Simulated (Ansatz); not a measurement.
Input, command and steps of an Ansatz relaxation.

```yaml
crystal:
  lattice:
    - [8.1975282561, 2.8397070873, 7.0056216897]
    - [1.6395056513, -8.5191212617, -7.0056216897]
    - [-1.6395056513, 8.5191212617, -7.0056216897]
  atoms:
    - { symbol: W, position: [0.0, 0.5, 0.5] }
    - { symbol: W, position: [0.875, 0.25, 0.625] }
    - { symbol: W, position: [0.875, 0.75, 0.125] }
    - { symbol: W, position: [0.375, 0.25, 0.125] }
    - { symbol: W, position: [0.25, 0.5, 0.75] }
    - { symbol: W, position: [0.25, 0.0, 0.25] }
    - { symbol: W, position: [0.125, 0.25, 0.875] }
    - { symbol: W, position: [0.125, 0.75, 0.375] }
    - { symbol: W, position: [0.0, 0.0, 0.0] }
    - { symbol: W, position: [0.75, 0.5, 0.25] }
    - { symbol: W, position: [0.625, 0.25, 0.375] }
    - { symbol: W, position: [0.5, 0.5, 0.0] }
    - { symbol: W, position: [0.5, 0.0, 0.5] }
    - { symbol: W, position: [0.375, 0.75, 0.625] }
    - { symbol: W, position: [0.75, 0.0, 0.75] }
    - { symbol: W, position: [0.625, 0.75, 0.875] }
    - { symbol: Se, position: [0.0416666667, 0.2963880872, 0.5047214205] }
    - { symbol: Se, position: [0.0416666667, 0.7963880872, 0.0047214205] }
    - { symbol: Se, position: [0.5416666667, 0.2963880872, 0.0047214205] }
    - { symbol: Se, position: [0.4166666667, 0.5463880872, 0.6297214205] }
    - { symbol: Se, position: [0.4166666667, 0.0463880872, 0.1297214205] }
    - { symbol: Se, position: [0.2916666667, 0.2963880872, 0.7547214205] }
    - { symbol: Se, position: [0.2916666667, 0.7963880872, 0.2547214205] }
    - { symbol: Se, position: [0.1666666667, 0.0463880872, 0.8797214205] }
    - { symbol: Se, position: [0.9166666667, 0.5463880872, 0.1297214205] }
    - { symbol: Se, position: [0.7916666667, 0.2963880872, 0.2547214205] }
    - { symbol: Se, position: [0.6666666667, 0.5463880872, 0.8797214205] }
    - { symbol: Se, position: [0.6666666667, 0.0463880872, 0.3797214205] }
    - { symbol: Se, position: [0.5416666667, 0.7963880872, 0.5047214205] }
    - { symbol: Se, position: [0.9166666667, 0.0463880872, 0.6297214205] }
    - { symbol: Se, position: [0.7916666667, 0.7963880872, 0.7547214205] }
    - { symbol: Se, position: [0.1666666667, 0.2869452462, 0.1202785795] }
    - { symbol: Se, position: [0.0416666667, 0.0369452462, 0.2452785795] }
    - { symbol: Se, position: [0.0416666667, 0.5369452462, 0.7452785795] }
    - { symbol: Se, position: [0.5416666667, 0.0369452462, 0.7452785795] }
    - { symbol: Se, position: [0.4166666667, 0.2869452462, 0.3702785795] }
    - { symbol: Se, position: [0.4166666667, 0.7869452462, 0.8702785795] }
    - { symbol: Se, position: [0.2916666667, 0.0369452462, 0.4952785795] }
    - { symbol: Se, position: [0.2916666667, 0.5369452462, 0.9952785795] }
    - { symbol: Se, position: [0.1666666667, 0.7869452462, 0.6202785795] }
    - { symbol: Se, position: [0.9166666667, 0.2869452462, 0.8702785795] }
    - { symbol: Se, position: [0.7916666667, 0.0369452462, 0.9952785795] }
    - { symbol: Se, position: [0.6666666667, 0.2869452462, 0.6202785795] }
    - { symbol: Se, position: [0.6666666667, 0.7869452462, 0.1202785795] }
    - { symbol: Se, position: [0.5416666667, 0.5369452462, 0.2452785795] }
    - { symbol: Se, position: [0.9166666667, 0.7869452462, 0.3702785795] }
    - { symbol: Se, position: [0.7916666667, 0.5369452462, 0.4952785795] }
  host:
    lattice:
      - [3.2790113025, 0.0, 0.0]
      - [-1.6395056513, 2.8397070872, 0.0]
      - [0.0, 0.0, 7.0056216897]
    atoms:
      - { symbol: W, position: [0.0, 0.0, 0.0] }
      - { symbol: Se, position: [0.3333333333, 0.6666666667, 0.240557159] }
      - { symbol: Se, position: [0.3333333333, 0.6666666667, 0.759442841] }
basis:
  ecutwfc: 420
  xc_grid: 2
kpoints:
  mp_grid: { grid: [2, 2, 2], shift: [0.5, 0.5, 0.5] }
hamiltonian:
  xc: pbe
  dispersion: d3bj
scf:
  occupations: { method: gaussian, width: 0.01 }
output:
  forces: true
  stress: false
  eigenvalues: true
  charged_corrections:
    defect_position: [0.16666667, 0.54638809, 0.37972142]
    epsilon: [[14.1909, 0.0, 0.0], [0.0, 14.1909, 0.0], [0.0, 0.0, 5.3021]]
  write_density: true
  write_potential: true
  elf: true
  volumetric_format: npy
relax:
  adjacent_minimum: "off"
  f_tol: 0.025
  max_steps: 45
```

```bash
ansatz run input.yaml --threads 4 --pin off --max-ram 10240MiB --backend cpu --events-out ev --progress --plain --runs-dir out
```

Method: Ansatz, DFT PBE+D3(BJ), scalar-relativistic, plane waves, PAW.

The cell holds a point defect: Se vacancy (site h), neutral.

Of 5 frames 4 are shown, positions in Å and forces in eV/Å; the SCF threshold varies from step to step.

```xyz
47
Lattice="8.1975 2.8397 7.0056 1.6395 -8.5191 -7.0056 -1.6395 8.5191 -7.0056" Properties=species:S:1:pos:R:3:forces:R:3 pbc="T T T" step=1 free_energy_over_end_meV_per_atom=7.38
W     0.0000    0.0000   -7.0056    0.7685   -0.4437   -0.3462
W     6.5580    5.6794    0.0000   -0.0615    0.0982    0.0025
W     8.1975   -2.8397    0.0000   -0.0571   -0.0988   -0.0094
W     3.2790    0.0000    0.0000   -0.0033    0.0128    0.0021
W     1.6395    2.8397   -7.0056    0.0042   -0.3334    0.0976
W     1.6395    2.8397    0.0000    0.0516   -0.1082   -0.0060
W     0.0000    5.6794   -7.0056   -0.0127   -0.0036    0.0021
W     1.6395   -2.8397   -7.0056   -0.0032    0.8834   -0.3393
W     0.0000    0.0000    0.0000   -0.0024    0.0014   -0.0108
W     6.5580    0.0000    0.0000    0.2908    0.1630    0.0976
W     4.9185    2.8397    0.0000   -0.1158    0.0042    0.0025
W     4.9185   -2.8397    0.0000    0.0172   -0.0099    0.0208
W     3.2790    5.6794    0.0000   -0.2816    0.1626    0.1032
W     3.2790    0.0000   -7.0056   -0.7666   -0.4389   -0.3393
W     4.9185    8.5191    0.0000    0.1195    0.0094   -0.0060
W     4.9185    2.8397   -7.0056    0.0570    0.0988   -0.0094
Se    0.0000    1.8931   -5.3204    0.2733   -0.3506    0.0542
Se    1.6395   -6.6260   -5.3204   -0.0009   -0.0365    0.0137
Se    4.9185   -0.9466    1.6853   -0.0207   -0.0131    0.0021
Se    3.2790    1.8931   -5.3204   -0.2715   -0.3516    0.0581
Se    3.2790    1.8931    1.6853    0.0013    0.0076    0.0080
Se    1.6395    4.7328   -5.3204    0.0010    0.0244    0.0021
Se    3.2790   -3.7863   -5.3204   -0.1674    0.4147    0.0582
Se    0.0000    7.5726   -5.3204   -0.0022    0.0013   -0.0095
Se    8.1975   -0.9466    1.6853    0.1687    0.4110    0.0581
Se    6.5580    1.8931    1.6853    0.4403   -0.0614    0.0542
Se    4.9185    4.7328   -5.3204    0.0029   -0.0017    0.0089
Se    4.9185    4.7328    1.6853   -0.0110    0.0063    0.0197
Se    4.9185   -0.9466   -5.3204   -0.4429   -0.0624    0.0582
Se    6.5580    7.5726    1.6853   -0.0059   -0.0049    0.0080
Se    6.5580    1.8931   -5.3204    0.0311    0.0190    0.0137
Se    1.6395   -0.9466   -1.6853   -0.0043    0.0025   -0.1485
Se    0.0000    1.8931   -1.6853   -0.0014    0.0213    0.0088
Se    0.0000    1.8931   -8.6909   -0.0741   -0.2077    0.0203
Se    3.2790    7.5726   -1.6853   -0.1440    0.1689    0.0185
Se    3.2790    1.8931   -1.6853   -0.0142    0.0008   -0.0148
Se    3.2790    1.8931   -8.6909    0.0739   -0.2099    0.0197
Se    1.6395    4.7328   -1.6853   -0.2183    0.0402    0.0185
Se    1.6395    4.7328   -8.6909   -0.0032    0.0218    0.0103
Se    1.6395   -0.9466   -8.6909    0.0012   -0.0007    0.3529
Se    6.5580    7.5726   -1.6853   -0.0078    0.0120   -0.0148
Se    4.9185   10.4123   -1.6853   -0.0191   -0.0094    0.0088
Se    4.9185    4.7328   -1.6853    0.0422   -0.0244    0.0157
Se    6.5580   -3.7863   -1.6853    0.0272   -0.0157   -0.0152
Se    4.9185   -0.9466   -1.6853   -0.0205   -0.0081    0.0103
Se    8.1975   -0.9466   -1.6853    0.2187    0.0410    0.0197
Se    6.5580    1.8931   -1.6853    0.1428    0.1680    0.0203
47
Lattice="8.1975 2.8397 7.0056 1.6395 -8.5191 -7.0056 -1.6395 8.5191 -7.0056" Properties=species:S:1:pos:R:3:forces:R:3 pbc="T T T" step=2 free_energy_over_end_meV_per_atom=4.05
W     0.1664   -0.0961   -7.0380   -0.8354    0.4823    0.0774
W     6.5799    5.6631    0.0194   -0.1793   -0.1101   -0.0480
W     8.1998   -2.8088    0.0191    0.2171   -0.0960   -0.0590
W     3.2769    0.0050   -0.0017    0.0124    0.0911    0.0006
W     1.6401    2.7646   -7.0078   -0.0237    0.4061   -0.1072
W     1.6379    2.8719    0.0191   -0.1598    0.0036   -0.0632
W    -0.0054    5.6787   -7.0073   -0.0727   -0.0563    0.0006
W     1.6396   -2.6477   -7.0367    0.0014   -0.9503    0.0656
W     0.0002   -0.0001   -0.0033    0.0468   -0.0270   -0.0228
W     6.6234    0.0370   -0.0022   -0.3636   -0.1825   -0.1072
W     4.9436    2.8289    0.0194    0.0057    0.2103   -0.0480
W     4.9269   -2.8446    0.0041    0.0953   -0.0550    0.0145
W     3.2184    5.7144   -0.0002    0.3083   -0.1780   -0.1225
W     3.1127   -0.0961   -7.0367    0.8236    0.4740    0.0656
W     4.8898    8.5044    0.0191   -0.0830    0.1366   -0.0632
W     4.8929    2.8222   -6.9866    0.1917   -0.1400   -0.0590
Se    0.0554    1.7695   -5.3265   -0.0504    0.2317    0.0508
Se    1.6399   -6.6283   -5.3163    0.0053    0.1484    0.0047
Se    4.9437   -0.9309    1.6647    0.0861    0.0449    0.0617
Se    3.2228    1.7689   -5.3246    0.0291    0.2373    0.0486
Se    3.2807    1.8980    1.6891    0.1004    0.0501    0.0962
Se    1.6386    4.7032   -5.3409    0.0042   -0.0970    0.0617
Se    3.2005   -3.6742   -5.3244    0.1893   -0.1551    0.0456
Se   -0.0007    7.5730   -5.3236    0.0470   -0.0271   -0.0824
Se    8.2770   -0.8357    1.6810   -0.1909   -0.1439    0.0486
Se    6.6928    1.9070    1.6791   -0.2259   -0.0722    0.0508
Se    4.9223    4.7307   -5.3140   -0.1182    0.0683    0.1163
Se    4.8917    4.7483    1.6753    0.0171   -0.0099    0.0532
Se    4.7822   -0.9346   -5.3244    0.2289   -0.0864    0.0456
Se    6.5546    7.5687    1.6891    0.0068   -0.1120    0.0962
Se    6.5602    1.8940   -5.3163   -0.1259   -0.0788    0.0047
Se    1.6392   -0.9464   -1.7031    0.0089   -0.0051    0.0298
Se    0.0003    1.9128   -1.6677   -0.0087    0.0210    0.1027
Se   -0.0065    1.8173   -8.6849    0.0416    0.2250    0.0747
Se    3.2143    7.6135   -1.6794    0.1772   -0.1894    0.0779
Se    3.2783    1.9102   -1.6696    0.0752    0.0518    0.0392
Se    3.2842    1.8155   -8.6859   -0.0630    0.2318    0.0852
Se    1.5717    4.7684   -1.6794    0.2526   -0.0588    0.0779
Se    1.6412    4.7052   -8.6688    0.0136   -0.0631   -0.0788
Se    1.6401   -0.9469   -8.8211    0.0015   -0.0009   -0.9584
Se    6.5429    7.5646   -1.6696   -0.0072   -0.0910    0.0392
Se    4.9017   10.4022   -1.6677   -0.0225   -0.0029    0.1027
Se    4.9098    4.7379   -1.6502   -0.0381    0.0220    0.0625
Se    6.5737   -3.7953   -1.6690   -0.0744    0.0430    0.0376
Se    4.9433   -0.9342   -1.6632    0.0614    0.0197   -0.0788
Se    8.2674   -0.9123   -1.6803   -0.2322   -0.0614    0.0852
Se    6.6205    1.9367   -1.6793   -0.1740   -0.1486    0.0747
47
Lattice="8.1975 2.8397 7.0056 1.6395 -8.5191 -7.0056 -1.6395 8.5191 -7.0056" Properties=species:S:1:pos:R:3:forces:R:3 pbc="T T T" step=4 free_energy_over_end_meV_per_atom=0.01
W     0.1058   -0.0611   -7.0599    0.0029   -0.0017    0.0075
W     6.5594    5.6626    0.0184   -0.0065    0.0032    0.0010
W     8.2048   -2.8258    0.0245    0.0031   -0.0061    0.0025
W     3.2849    0.0100    0.0041    0.0017   -0.0013    0.0006
W     1.6382    2.8035   -7.0145    0.0024   -0.0014   -0.0035
W     1.6371    2.8593    0.0213   -0.0009   -0.0043    0.0003
W    -0.0057    5.6693   -7.0015    0.0019   -0.0008    0.0006
W     1.6393   -2.7159   -7.0581   -0.0039    0.0064    0.0143
W     0.0007   -0.0004    0.0133   -0.0034    0.0019    0.0035
W     6.5887    0.0193   -0.0089    0.0024   -0.0014   -0.0035
W     4.9338    2.8469    0.0184   -0.0060    0.0040    0.0010
W     4.9236   -2.8427    0.0117    0.0014   -0.0008    0.0001
W     3.2498    5.6963   -0.0019   -0.0004    0.0002   -0.0022
W     3.1717   -0.0618   -7.0581   -0.0075    0.0002    0.0143
W     4.9004    8.5114    0.0213    0.0033    0.0030    0.0003
W     4.9101    2.8265   -6.9811    0.0068    0.0004    0.0025
Se    0.0432    1.8031   -5.3364    0.0000   -0.0016    0.0012
Se    1.6443   -6.6202   -5.3014   -0.0009    0.0043    0.0031
Se    4.9408   -0.9314    1.6795   -0.0002   -0.0014    0.0037
Se    3.2294    1.8028   -5.3334   -0.0042   -0.0001    0.0018
Se    3.2897    1.9050    1.6995    0.0036    0.0028    0.0005
Se    1.6375    4.7060   -5.3261    0.0011    0.0009    0.0037
Se    3.2230   -3.6987   -5.3314    0.0041    0.0047   -0.0006
Se    0.0094    7.5671   -5.3258    0.0006   -0.0004    0.0085
Se    8.2509   -0.8585    1.6723   -0.0020    0.0037    0.0018
Se    6.6576    1.9008    1.6692    0.0014    0.0009    0.0012
Se    4.9153    4.7347   -5.2998   -0.0006    0.0004   -0.0010
Se    4.8980    4.7447    1.6956    0.0059   -0.0034    0.0063
Se    4.8147   -0.9418   -5.3314   -0.0021   -0.0059   -0.0006
Se    6.5531    7.5573    1.6995   -0.0006   -0.0045    0.0005
Se    6.5554    1.8861   -5.3014   -0.0042   -0.0013    0.0031
Se    1.6387   -0.9461   -1.6857    0.0013   -0.0008   -0.0008
Se    0.0015    1.9020   -1.6587   -0.0008   -0.0009   -0.0050
Se   -0.0120    1.8638   -8.6921    0.0004    0.0057    0.0016
Se    3.2564    7.5915   -1.6841    0.0054   -0.0023   -0.0039
Se    3.2822    1.9121   -1.6666   -0.0018   -0.0017    0.0031
Se    3.2905    1.8642   -8.6893   -0.0010    0.0061   -0.0016
Se    1.6118    4.7430   -1.6841    0.0047   -0.0035   -0.0039
Se    1.6421    4.7231   -8.6808   -0.0003    0.0008   -0.0029
Se    1.6394   -0.9465   -8.8330    0.0006   -0.0004   -0.0640
Se    6.5432    7.5603   -1.6666    0.0006    0.0024    0.0031
Se    4.9116   10.4065   -1.6587    0.0003    0.0011   -0.0050
Se    4.9138    4.7356   -1.6645    0.0018   -0.0011    0.0021
Se    6.5689   -3.7926   -1.6598    0.0013   -0.0007    0.0074
Se    4.9283   -0.9440   -1.6751   -0.0008   -0.0001   -0.0029
Se    8.2283   -0.9420   -1.6836   -0.0058   -0.0022   -0.0016
Se    6.5774    1.9182   -1.6865   -0.0048   -0.0032    0.0016
47
Lattice="8.1975 2.8397 7.0056 1.6395 -8.5191 -7.0056 -1.6395 8.5191 -7.0056" Properties=species:S:1:pos:R:3:forces:R:3 pbc="T T T" step=5 free_energy_over_end_meV_per_atom=0.00
W     0.1081   -0.0624   -7.0628   -0.0051    0.0030   -0.0077
W     6.5589    5.6625    0.0186   -0.0017    0.0006   -0.0017
W     8.2055   -2.8258    0.0257    0.0010   -0.0003   -0.0025
W     3.2852    0.0098    0.0057    0.0015    0.0001    0.0004
W     1.6383    2.8039   -7.0150    0.0003    0.0012   -0.0017
W     1.6368    2.8591    0.0219   -0.0013   -0.0021   -0.0024
W    -0.0054    5.6691   -6.9999    0.0007   -0.0013    0.0004
W     1.6390   -2.7127   -7.0604    0.0003   -0.0070   -0.0083
W     0.0001   -0.0001    0.0155   -0.0008    0.0005   -0.0009
W     6.5884    0.0189   -0.0094   -0.0009   -0.0009   -0.0017
W     4.9336    2.8474    0.0186   -0.0014    0.0012   -0.0017
W     4.9236   -2.8426    0.0128   -0.0004    0.0002    0.0006
W     3.2506    5.6958   -0.0029    0.0013   -0.0008   -0.0023
W     3.1687   -0.0631   -7.0604    0.0062    0.0032   -0.0083
W     4.9003    8.5118    0.0219    0.0012    0.0021   -0.0024
W     4.9105    2.8258   -6.9799    0.0007   -0.0007   -0.0025
Se    0.0435    1.8016   -5.3381    0.0011   -0.0015    0.0017
Se    1.6446   -6.6191   -5.2994   -0.0003   -0.0006   -0.0004
Se    4.9416   -0.9314    1.6808   -0.0001    0.0002   -0.0002
Se    3.2281    1.8011   -5.3342   -0.0006   -0.0012    0.0012
Se    3.2902    1.9058    1.7002    0.0006    0.0000    0.0011
Se    1.6379    4.7053   -5.3248   -0.0002    0.0000   -0.0002
Se    3.2225   -3.6968   -5.3331   -0.0005    0.0013    0.0008
Se    0.0095    7.5670   -5.3241   -0.0006    0.0003   -0.0008
Se    8.2518   -0.8564    1.6714    0.0008    0.0011    0.0012
Se    6.6590    1.9013    1.6675    0.0019   -0.0002    0.0017
Se    4.9156    4.7345   -5.2989   -0.0013    0.0007    0.0017
Se    4.8984    4.7444    1.6964   -0.0007    0.0004    0.0001
Se    4.8128   -0.9423   -5.3331   -0.0014   -0.0002    0.0008
Se    6.5526    7.5565    1.7002    0.0003   -0.0006    0.0011
Se    6.5546    1.8853   -5.2994    0.0004    0.0006   -0.0004
Se    1.6384   -0.9459   -1.6836   -0.0005    0.0003    0.0005
Se    0.0014    1.9014   -1.6580    0.0000   -0.0010    0.0014
Se   -0.0120    1.8652   -8.6926   -0.0011   -0.0020    0.0030
Se    3.2574    7.5914   -1.6847   -0.0019    0.0019    0.0045
Se    3.2817    1.9114   -1.6655    0.0001   -0.0005   -0.0005
Se    3.2908    1.8655   -8.6896    0.0012   -0.0024    0.0039
Se    1.6124    4.7421   -1.6847   -0.0026    0.0007    0.0045
Se    1.6421    4.7242   -8.6804    0.0002   -0.0002    0.0001
Se    1.6394   -0.9465   -8.8429   -0.0001    0.0001    0.0089
Se    6.5435    7.5611   -1.6655    0.0005    0.0002   -0.0005
Se    4.9120   10.4069   -1.6580    0.0009    0.0005    0.0014
Se    4.9146    4.7351   -1.6650   -0.0012    0.0007    0.0002
Se    6.5694   -3.7928   -1.6576   -0.0006    0.0004   -0.0006
Se    4.9273   -0.9445   -1.6748    0.0003   -0.0001    0.0001
Se    8.2274   -0.9430   -1.6839    0.0027    0.0002    0.0039
Se    6.5762    1.9175   -1.6869    0.0012    0.0020    0.0030
```

It took 17 min on 4 threads of Arm Neoverse V1 (shared host), peak memory 7.1 GiB.

Spin–orbit coupling is left out, which can shift energies with elements as heavy as these.